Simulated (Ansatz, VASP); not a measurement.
# WSe2 in two plane-wave programs

Aim: how closely do two programs agree when they are given the same cell, functional and k mesh? The cell is taken from a series of runs on this material, whose earlier steps may have relaxed, scaled, displaced or heated it; both programs get it as it stands.

Program: Ansatz 0.2.0. Level of theory: plane waves, with VASP 6.6.1 beside it; single point at HSE06. Results are calculated unless marked as measured.

### 1. The starting structure

Symmetry: P-3m1, No. 164, trigonal system. The conventional cell has a = 3.300 Å, b = 3.300 Å, c = 23.891 Å, α = 90.00°, β = 90.00°, γ = 120.00°. W has 6 Se at 2.53 Å nearest. Se has 3 W at 2.53 Å nearest. Se has 3 W at 2.53 Å nearest. Farther neighbours and most contacts between anions are not listed.

As a file:

```
W Se
1.0
     3.29965    0.00000    0.00000
    -1.64982    2.85758    0.00000
     0.00000    0.00000   23.89109
W Se
2 4
Cartesian
  1.6498 0.9525 3.2917
  0.0000 1.9051 20.5994
  0.0000 1.9051 4.9564
  1.6498 0.9525 22.2655
  0.0000 1.9051 1.6256
  1.6498 0.9525 18.9347
```

### 2. VASP: single point, HSE06

With cell and atoms fixed, the geometry can't cause a difference; cores, projectors, grids and the points listed under the comparison can.

Lines of VASP's logs that name or quote its potential files are left out, and so is its time.

The run reads the wave functions of an earlier VASP run, which isn't shown here.

INCAR reads:

```
SYSTEM = WSe2
PREC = Accurate
ENCUT = 400
EDIFF = 1E-06
NELM = 100
ISMEAR = 0
SIGMA = 0.01
LREAL = .FALSE.
ALGO = Normal
LHFCALC = .TRUE.
AEXX = 0.25
GGA = PE
HFSCREEN = 0.208
LASPH = .TRUE.
NBANDS = 24
PRECFOCK = Fast
LORBIT = 11
LWAVE = .FALSE.
LCHARG = .FALSE.
ISIF = 2
```

POSCAR reads:

```
WSe2
1.0
    3.2996462040      0.0000000000      0.0000000000
   -1.6498231020      2.8575774362      0.0000000000
    0.0000000000      0.0000000000     23.8910930899
W Se
2 4
Direct
    0.6666666667      0.3333333333      0.1377794507
    0.3333333333      0.6666666667      0.8622205493
    0.3333333333      0.6666666667      0.2074562482
    0.6666666667      0.3333333333      0.9319578585
    0.3333333333      0.6666666667      0.0680421415
    0.6666666667      0.3333333333      0.7925437518
```

KPOINTS reads:

```
Automatic mesh
0
Gamma
5 5 1
0 0 0
```

Potentials, in the order of the species: W and Se (PBE family, release 64).

Launch:

```bash
export OMP_NUM_THREADS=3
mpirun -np 1 vasp_std
```

Numbers of over 12 decimals in the logs are rounded to 6 here.

What it wrote:

```text
[banner, memory and clock lines left out]
running    1 mpi-ranks, on    1 nodes
 distrk:  each k-point on    1 cores,    1 groups
 distr:  one band on    1 cores,    1 groups
 Offloading initialized ...    1 GPUs detected
 POSCAR found type information on POSCAR W Se
 POSCAR found :  2 types and       6 ions
 LDA part: xc-table for (Slater+PW92), standard interpolation
 found WAVECAR, reading the header
 POSCAR, INCAR and KPOINTS ok, starting setup
 FFT: planning ... GRIDC
 FFT: planning ... GRID_SOFT
 FFT: planning ... GRID
 reading WAVECAR
 the WAVECAR file was read successfully
 initial charge from wavefunction
 entering main loop
       N       E                     dE             d eps       ncg     rms          rms(c)
DAV:   1    -0.518020131652E+02   -0.51802E+02   -0.22532E+00   248   0.152E+01    0.114E+01
DAV:   2    -0.517919325738E+02    0.10081E-01   -0.63919E-02   280   0.145E+00    0.660E+00
DAV:   3    -0.517902218129E+02    0.17108E-02   -0.20566E-02   312   0.723E-01    0.379E+00
DAV:   4    -0.517883644561E+02    0.18574E-02   -0.27261E-03   296   0.312E-01    0.230E+00
DAV:   5    -0.517881453048E+02    0.21915E-03   -0.20006E-03   312   0.202E-01    0.136E+00
DAV:   6    -0.517880759732E+02    0.69332E-04   -0.23724E-04   288   0.104E-01    0.757E-01
DAV:   7    -0.517880659207E+02    0.10053E-04   -0.92276E-05   320   0.511E-02    0.434E-01
DAV:   8    -0.517880656775E+02    0.24311E-06   -0.12211E-05   304   0.208E-02    0.263E-01
DAV:   9    -0.517880676779E+02   -0.20003E-05   -0.62350E-06   320   0.125E-02    0.158E-01
DAV:  10    -0.517880698927E+02   -0.22148E-05   -0.85964E-07   192   0.604E-03    0.916E-02
DAV:  11    -0.517880714901E+02   -0.15974E-05   -0.34179E-07   168   0.359E-03    0.537E-02
DAV:  12    -0.517880725824E+02   -0.10923E-05   -0.13994E-07   168   0.233E-03    0.327E-02
DAV:  13    -0.517880732625E+02   -0.68008E-06   -0.57070E-08   144   0.139E-03
   1 F= -.51788073E+02 E0= -.51788073E+02  d E =-.228164E-12
```

From OUTCAR (step 2):

```text
ion  position               nearest neighbor table
   1  0.667  0.333  0.138-   3 2.53   3 2.53   3 2.53   5 2.53   5 2.53   5 2.53
   2  0.333  0.667  0.862-   6 2.53   6 2.53   6 2.53   4 2.53   4 2.53   4 2.53
   3  0.333  0.667  0.207-   1 2.53   1 2.53   1 2.53
   4  0.667  0.333  0.932-   2 2.53   2 2.53   2 2.53
   5  0.333  0.667  0.068-   1 2.53   1 2.53   1 2.53
   6  0.667  0.333  0.793-   2 2.53   2 2.53   2 2.53

  LATTYP: Found a hexagonal cell.
 ALAT       =     3.2996462040
 C/A-ratio  =     7.2405014395

 Subroutine GETGRP returns: Found 12 space group operations
 (whereof 12 operations were pure point group operations)

The static configuration has the point symmetry D_3d.

 Found      5 irreducible k-points:

   k-points           NKPTS =      5   k-points in BZ     NKDIM =     25   number of bands    NBANDS=     24

   dimension x,y,z NGX =    24 NGY =   24 NGZ =  160
   dimension x,y,z NGXF=    48 NGYF=   48 NGZF=  320

   ENCUT  =  400.0 eV  29.40 Ry    5.42 a.u.   5.38  5.38 38.96*2*pi/ulx,y,z

   NELECT =      36.0000    total number of electrons

 k-points in reciprocal lattice and weights: Automatic mesh
   0.00000000  0.00000000  0.00000000       0.040
   0.20000000  0.00000000  0.00000000       0.240
   0.40000000  0.00000000  0.00000000       0.240
   0.20000000  0.20000000  0.00000000       0.240
   0.40000000  0.20000000  0.00000000       0.240

  exchange ACFDT corr.  =         0.00000000  see jH, gK, PRB 81, 115126

 average (electrostatic) potential at core
       1 -41.3241       2 -41.3242       3 -54.3180       4 -54.3312       5 -54.3312
       6 -54.3180

 E-fermi :   0.0762

 k-point     1 :       0.0000    0.0000    0.0000
  band No.  band energies     occupation
    ...
     14      -1.4869      2.00000
     15      -1.4627      2.00000
     16      -1.4627      2.00000
     17      -0.6083      2.00000
     18       0.0307      2.00000
     19       3.5642      0.00000
     20       3.5642      0.00000
     21       3.5953      0.00000
     22       3.5953      0.00000
     23       3.7298      0.00000
    ...

 k-point     2 :       0.2000    0.0000    0.0000
  band No.  band energies     occupation
    ...
     14      -2.2062      2.00000
     15      -1.8993      2.00000
     16      -1.5196      2.00000
     17      -0.9026      2.00000
     18      -0.7602      2.00000
     19       2.4145      0.00000
     20       2.7797      0.00000
     21       3.0645      0.00000
     22       3.1557      0.00000
     23       3.1866      0.00000
    ...

 k-point     3 :       0.4000    0.0000    0.0000
  band No.  band energies     occupation
    ...
     14      -2.3416      2.00000
     15      -1.4882      2.00000
     16      -1.3607      2.00000
     17      -1.3499      2.00000
     18      -1.2620      2.00000
     19       2.8365      0.00000
     20       2.8838      0.00000
     21       2.8901      0.00000
     22       3.1437      0.00000
     23       4.0687      0.00000
    ...

  Total       -2.0692591     -2.0692591     -1.9435871      0.0000000      0.0000000     -0.0000000
  in kB      -14.7171614    -14.7171614    -13.8233460      0.0000000      0.0000000     -0.0000000
  external PRESSURE =     -14.4192229 kB  Pullay stress =       0.0000000 kB

  energy-cutoff  :      400.00
  volume of cell :      225.27
      direct lattice vectors                 reciprocal lattice vectors
     3.299646204  0.000000000  0.000000000     0.303062795  0.174973386 -0.000000000
    -1.649823102  2.857577436  0.000000000     0.000000000  0.349946772  0.000000000
     0.000000000  0.000000000 23.891093090     0.000000000 -0.000000000  0.041856603

 POSITION                                       TOTAL-FORCE (eV/Angst)
 -----------------------------------------------------------------------------------
      1.64982      0.95253      3.29170        -0.000000      0.000000      0.016852
     -0.00000      1.90505     20.59939         0.000000     -0.000000     -0.016852
     -0.00000      1.90505      4.95636        -0.000000      0.000000     -0.346463
      1.64982      0.95253     22.26549        -0.000000      0.000000     -0.434827
     -0.00000      1.90505      1.62560         0.000000      0.000000      0.434827
      1.64982      0.95253     18.93474         0.000000     -0.000000      0.346463
 -----------------------------------------------------------------------------------
    total drift:                                0.000000     -0.000000     -0.000057

  FREE ENERGIE OF THE ION-ELECTRON SYSTEM (eV)
  ---------------------------------------------------
  free  energy   TOTEN  =       -51.7880732625 eV

  energy  without entropy=      -51.7880732625  energy(sigma->0) =      -51.78807326

 total charge
# of ion       s       p       d       tot
------------------------------------------
    1        0.617   0.643   4.376   5.637
    2        0.617   0.643   4.376   5.637
    3        1.487   2.388   0.070   3.946
    4        1.488   2.386   0.071   3.945
    5        1.488   2.386   0.071   3.945
    6        1.487   2.388   0.070   3.946
--------------------------------------------------
tot          7.184  10.836   9.035  27.055

[... 2 further parts left out ...]
```

This run has no spin polarisation, so a moment on W, if there is one, isn't seen. The data set W keeps the semicore shell frozen, which is cheaper and a little less accurate.

### 3. Ansatz: single point, HSE06

Ansatz runs on PAW files that the input asks for by source.

The same cell, functional and mesh now go to Ansatz, which takes its cutoff from its data sets.

input.yaml reads:

```yaml
crystal:
  lattice:
    - [3.299646204, 0.0, 0.0]
    - [-1.649823102, 2.8575774362, 0.0]
    - [0.0, 0.0, 23.8910930899]
  atoms:
    - { symbol: W, position: [0.6666666667, 0.3333333333, 0.1377794507] }
    - { symbol: W, position: [0.3333333333, 0.6666666667, 0.8622205493] }
    - { symbol: Se, position: [0.3333333333, 0.6666666667, 0.2074562482] }
    - { symbol: Se, position: [0.6666666667, 0.3333333333, 0.9319578585] }
    - { symbol: Se, position: [0.3333333333, 0.6666666667, 0.0680421415] }
    - { symbol: Se, position: [0.6666666667, 0.3333333333, 0.7925437518] }
kpoints:
  mp_grid: { grid: [5, 5, 1] }
hamiltonian:
  xc: hse06
  pseudopotentials: { kind: paw, source: ansatz }
scf:
  occupations: { method: fixed }
  n_extra_bands: 6
  convergence: { dr2_threshold: 1.0e-09 }
output:
  eigenvalues: true
```

Launch:

```bash
ansatz run input.yaml --threads 8 --pin off --max-ram 18432MiB --backend cpu --events-out ev --progress --plain --runs-dir out
```

What it wrote:

```text
scf.n_extra_bands = 6 over 60 filled bands (N_el = 120.0): the run solves 66 bands
Engine: ansatz 0.2.0, aarch64-unknown-linux-gnu
Pseudopotentials: kind: paw
Pseudopotential: W, paw, valence charge 28, recommended cutoff 760 eV (normal), W.paw.azcp
Pseudopotential: Se, paw, valence charge 16, recommended cutoff 580 eV (normal), Se.paw.azcp
Functional definition: HSE06
  parameter a = 0.25
  parameter omega = 0.11/bohr
  exchange = pbe_x - a*pbe_x_sr(omega) + a*exact_x_sr(omega)
  correlation = pbe_c
davidson cushion auto → on  (no smearing: the cushion is to keep the highest requested band from converging to the state above it; pin scf.eigensolver.cushion to override)
Crystal: 6 atoms, lattice volume = 225.269 Å³
Basis set: ecut = 760 eV, 10793 PW (Γ)
Bands: 66, of which v1, the nominal top of the filled ones, is band 60 counted from 1 (59 counted from 0)
Symmetry: 12 space group operations
Space group: P-3m1 (ITA 164), of the structure as read, at distance tolerance 6.1e-5 Å
k-points: 5 of 25
Non-local potential: W, projectors of the file, l = 0: 3, l = 1: 3, l = 2: 2, l = 3: 3
Non-local potential: Se, projectors of the file, l = 0: 2, l = 1: 2, l = 2: 3, l = 3: 1
PAW form: soft (Blöchl's): semilocal exchange-correlation on the pseudo side does not see the compensation charge
PAW frozen core: W, regenerated for the run's functional, and the local potential with it (the file was generated under x = pbe(κ = 0.804, μ = 0.219515), c = pbe(β = 0.066725))
PAW frozen core: Se, regenerated for the run's functional, and the local potential with it (the file was generated under x = pbe(κ = 0.804, μ = 0.219515), c = pbe(β = 0.066725))
PAW one-centre angular grid: W, 590 points (default); XC on 96 Gauss nodes
PAW one-centre angular grid: Se, 590 points (default); XC on 64 Gauss nodes
Initial density: superposition of atomic densities (neutral atoms: chi_scale 0, normalization atom)
Initial wavefunctions: pseudopotential atomic-orbital guess
Functional: x = pbe(κ = 0.804, μ = 0.219515), c = pbe(β = 0.066725), warm-up for x = pbe(κ = 0.804, μ = 0.219515) + 0.25 (exact − pbe) at short range (hse, ω = 0.207870 Å⁻¹), c = pbe(β = 0.066725); HSE06 as pw.x's `hse` composes it (authors' and Libxc's form: `xc: wpbeh`)
iter 1 solved again at ethr=1.42e-3 eV; its pass at ethr=1.00e-1 eV (dr2=1.71e0 eV) is discarded
SCF iter   1: F=—  HF=-57642.769383 eV  |F-HF|=—  |Δ(HF+E_count)|=         —  Δρ=2.50e-2  dr2=2.01e0  ethr=1.42e-3  ⟨swp⟩=5.4  Hψ=1798  notcnv=0
preconditioner: auto → none  [insulator: Δε(μ)=1.494 eV  Ē_g=8.091 eV  n_scr=72 (ndim 8)  ℏωp=14.8 eV  f_vac=0.463]
SCF iter   2: F=—  HF=-57642.389459 eV  |F-HF|=—  |Δ(HF+E_count)|=   3.80e-1  Δρ=1.47e-2  dr2=1.15e0  ethr=1.42e-3  ⟨swp⟩=3.8  Hψ=836  notcnv=0
SCF iter   3: F=—  HF=-57642.469585 eV  |F-HF|=—  |Δ(HF+E_count)|=   8.01e-2  Δρ=1.42e-2  dr2=1.81e0  ethr=9.62e-4  ⟨swp⟩=4.0  Hψ=822  notcnv=0
SCF iter   4: F=—  HF=-57642.240720 eV  |F-HF|=—  |Δ(HF+E_count)|=   2.29e-1  Δρ=5.38e-3  dr2=2.04e-1  ethr=9.62e-4  ⟨swp⟩=3.0  Hψ=774  notcnv=0
SCF iter   5: F=—  HF=-57642.250384 eV  |F-HF|=—  |Δ(HF+E_count)|=   9.66e-3  Δρ=4.29e-3  dr2=2.87e-1  ethr=1.70e-4  ⟨swp⟩=3.8  Hψ=785  notcnv=0
SCF iter   6: F=—  HF=-57642.228683 eV  |F-HF|=—  |Δ(HF+E_count)|=   2.17e-2  Δρ=1.92e-3  dr2=4.65e-2  ethr=1.70e-4  ⟨swp⟩=2.2  Hψ=731  notcnv=0
iter 7 solved again at ethr=9.92e-7 eV; its pass at ethr=3.88e-5 eV (dr2=1.19e-3 eV) is discarded
SCF iter   7: F=—  HF=-57642.225295 eV  |F-HF|=—  |Δ(HF+E_count)|=   3.39e-3  Δρ=4.69e-4  dr2=1.16e-3  ethr=9.92e-7  ⟨swp⟩=3.2  Hψ=1520  notcnv=0
SCF iter   8: F=-57642.225226 eV  HF=-57642.225254 eV  |F-HF|=2.78e-5  |Δ(HF+E_count)|=   4.14e-5  Δρ=1.82e-4  dr2=4.05e-5  ethr=9.65e-7  ⟨swp⟩=2.8  Hψ=741  notcnv=0
SCF 1 stopped early in 8 iterations: F = -57642.225226 eV  dr2 = 4.05e-5
  greatest PAW one-centre occupation: 0.998 electrons in one spin orbital (limit 2), on the W atom at site 1 (counted from 0), in its partial waves of l = 3
Initial density: handed on by an earlier stage of this run
Initial wavefunctions: those handed on with the density
Functional: x = pbe(κ = 0.804, μ = 0.219515) + 0.25 (exact − pbe) at short range (hse, ω = 0.207870 Å⁻¹), c = pbe(β = 0.066725); HSE06 as pw.x's `hse` composes it (authors' and Libxc's form: `xc: wpbeh`)
Exchange kernel: α = 0.2500, screened, ω = 0.2079 Å⁻¹, Wigner–Seitz truncation, v(0) = 1038.1131 eV·Å³, q-mesh 5×5×1, nearest image of the exchange supercell L = 16.50 Å, pair-density grid 20×20×135, without the augmentation charges, whose exchange is taken in its separable form by FFT convolution over the k-point mesh (sized by the pseudopotential files, 27×27×216 at the most), smooth part of the exact exchange by density-matrix convolution
Frozen-core exchange: fock
[...]
preconditioner: auto → none  [insulator: Δε(μ)=1.949 eV  Ē_g=9.255 eV  n_scr=72 (ndim 8)  ℏωp=14.8 eV  f_vac=0.473]
[...]
SCF iter   7: F=-57649.382775 eV  HF=-57649.382776 eV  |F-HF|=2.70e-7  |Δ(HF+E_count)|=   1.95e-5  Δρ=9.18e-6  dr2=2.67e-6  ethr=7.05e-9  ⟨swp⟩=4.0  Hψ=978  notcnv=0
SCF 2 stopped early in 7 iterations: F = -57649.382775 eV  dr2 = 2.67e-6
hybrid outer 1: dexx = +3.426e-2 eV, tail = 3.27e-4 eV
Exchange kernel: α = 0.2500, screened, ω = 0.2079 Å⁻¹, Wigner–Seitz truncation, v(0) = 1038.1131 eV·Å³, q-mesh 5×5×1, nearest image of the exchange supercell L = 16.50 Å, pair-density grid 20×20×135, without the augmentation charges, whose exchange is taken in its separable form by FFT convolution over the k-point mesh (sized by the pseudopotential files, 27×27×216 at the most), smooth part of the exact exchange by density-matrix convolution
Frozen-core exchange: fock
SCF iter   1: F=—  HF=-57649.382958 eV  |F-HF|=—  |Δ(HF+E_count)|=         —  Δρ=4.47e-5  dr2=6.28e-6  ethr=1.36e-6  ⟨swp⟩=2.4  Hψ=734  notcnv=0
preconditioner: auto → none  [insulator: Δε(μ)=1.973 eV  Ē_g=9.203 eV  n_scr=72 (ndim 8)  ℏωp=14.8 eV  f_vac=0.474]
SCF iter   2: F=—  HF=-57649.382961 eV  |F-HF|=—  |Δ(HF+E_count)|=   3.40e-6  Δρ=2.27e-5  dr2=1.25e-6  ethr=4.86e-9  ⟨swp⟩=4.0  Hψ=1307  notcnv=0
iter 3 solved again at ethr=4.40e-11 eV; its pass at ethr=6.62e-10 eV (dr2=5.28e-8 eV) is discarded
SCF iter   3: F=—  HF=-57649.382961 eV  |F-HF|=—  |Δ(HF+E_count)|=   3.07e-7  Δρ=7.83e-6  dr2=4.15e-7  ethr=4.40e-11  ⟨swp⟩=2.0  Hψ=1722  notcnv=0
SCF iter   4: F=—  HF=-57649.382963 eV  |F-HF|=—  |Δ(HF+E_count)|=   1.93e-6  Δρ=6.06e-6  dr2=1.18e-7  ethr=4.40e-11  ⟨swp⟩=4.6  Hψ=1212  notcnv=0
SCF iter   5: F=—  HF=-57649.382963 eV  |F-HF|=—  |Δ(HF+E_count)|=   2.77e-8  Δρ=1.25e-6  dr2=1.73e-8  ethr=4.40e-11  ⟨swp⟩=3.0  Hψ=860  notcnv=0
SCF iter   6: F=—  HF=-57649.382963 eV  |F-HF|=—  |Δ(HF+E_count)|=   6.78e-8  Δρ=1.35e-6  dr2=4.59e-9  ethr=6.83e-12  ⟨swp⟩=5.0  Hψ=974  notcnv=0
SCF iter   7: F=—  HF=-57649.382963 eV  |F-HF|=—  |Δ(HF+E_count)|=   1.51e-9  Δρ=2.46e-7  dr2=1.04e-9  ethr=3.33e-12  ⟨swp⟩=3.0  Hψ=981  notcnv=0
SCF iter   8: F=-57649.382963 eV  HF=-57649.382963 eV  |F-HF|=9.09e-10  |Δ(HF+E_count)|=   5.66e-9  Δρ=4.21e-7  dr2=8.96e-10  ethr=2.81e-12 (applied; sched 1.00e-12)  ⟨swp⟩=4.8  Hψ=843  notcnv=0
SCF 3 converged in 8 iterations: F = -57649.382963 eV  dr2 = 8.96e-10
hybrid outer 2: dexx = +2.707e-6 eV, tail = 3.85e-8 eV, Δε = 3.81e-3 eV (about 9.23e-5 eV left of the loop's levels)
hybrid SCF converged: 2 outer / 15 inner (+8 warm-up), last move |dexx| = 2.71e-6 eV, tail = 3.85e-8 eV
Stability not checked: this state was not tested for a lower state beside it, because the functional holds exact exchange (a hybrid, or Hartree-Fock), whose exchange loop this test does not read (fock_operator; see scf.lower_state_search)
Free energy (F): -57649.382963 eV
Frozen-core exchange: fock
Harris-Foulkes:  -57649.382963 eV  (|F-HF|=9.09e-10)
Internal energy: -57649.382963 eV  (E = F + TS)
E sigma→0 (E₀):  -57649.382963 eV
Fermi energy:    5.265308 eV
--- Per-component energies (eV) ---
  E_band       = -3358.476491
  E_kinetic    = 2227.149602
  E_local      = -165080.081284  (includes V_loc(G=0)·N_el)
  E_nonlocal   = 754.137170
  E_hartree    = 77464.572526
  E_xc         = -941.973751
  E_vxc        = -849.956726  (∫ρ·V_xc dr)
  E_exx        = -538.896597  (= α·E_x^exact, valence–valence)
  E_paw        = -21057.007123  (= ΣΔE_a)
  E_vpaw       = 5738.914910  (= ΣTr[D̂ρ^β])
  E_aug_tail   = -0.000309  (compensation charges beyond the density's cutoff)
  E_ewald      = 49526.892405
  E_core_change = -4.175602  (= ΣΔE_core)
  E_smearing   = -0.000000  (= −TS)
  E_closure    = -0.000000  (closes the sum)
  Σ components = -57649.382963   (vs F -57649.382963, Δ=7.28e-12)
--- Band table (eV; the first three rows and the last of 5) ---
  k-point 0: bands = [... 56 lower, 3.7552, 3.7552, 4.6220, 5.2653, 8.7759, 8.7759, 8.8053, 8.8053, ... 2 higher]
  k-point 1: bands = [... 56 lower, 3.2979, 3.6745, 4.3267, 4.4680, 7.6341, 8.0046, 8.2876, 8.3881, ... 2 higher]
  k-point 2: bands = [... 56 lower, 3.7241, 3.8462, 3.8528, 3.9346, 8.1010, 8.1358, 8.1478, 8.3921, ... 2 higher]
  k-point 4: bands = [... 56 lower, 2.5403, 2.7199, 4.7542, 4.8772, 7.7262, 7.7616, 8.7486, 9.0160, ... 2 higher]
```

### 4. Differences

Known differences besides the potentials themselves: exact exchange at q = 0 is treated differently, which shows on coarse meshes; VASP keeps PBE cores, Ansatz makes them for the functional; fixed occupations in Ansatz, narrow Gaussian smearing in VASP; the data sets hold 120 valence electrons in Ansatz (on PAW files that the input asks for by source) and 36 in VASP; the cutoff is 760 eV in Ansatz and 400 eV in VASP; VASP takes a coarser grid for exact exchange (PRECFOCK = Fast). Total energies have different zeros and are not compared.

The two programs side by side:

| quantity | Ansatz | VASP | difference |
| --- | --- | --- | --- |
| gap on the k mesh (eV) | 1.973 | 1.981 | -0.008 |

A gap on the mesh is an upper bound, since the band edges may lie between its points; neither run holds spin-orbit coupling, which can move the band edges of a compound of W.

### 5. Summary of results

```
difference in gap on the k mesh (single point, HSE06) : -0.0076 eV
```

What this shows: The difference in gap on the k mesh is -0.0076 eV (single point, HSE06), within the 0.08 eV picked in this series as the mark of a large difference. The data sets hold unlike numbers of valence electrons (120 in Ansatz and 36 in VASP), so part of the differences comes from the potentials. How closely two codes agree says nothing of how well the functional describes the real material.

[Lines on the potential files, build, host, timing and source positions are cut from VASP's logs without a mark.]

[Logs are printed without paths, hosts, clocks, repeated set-up lines and the standing remarks that a program may print on its own settings, such as how far it seeks lower states.]

[Hosts, paths, dates, database ids (printed as entryN), source tags and the programs' standing remarks are cut or masked in the printed files.]
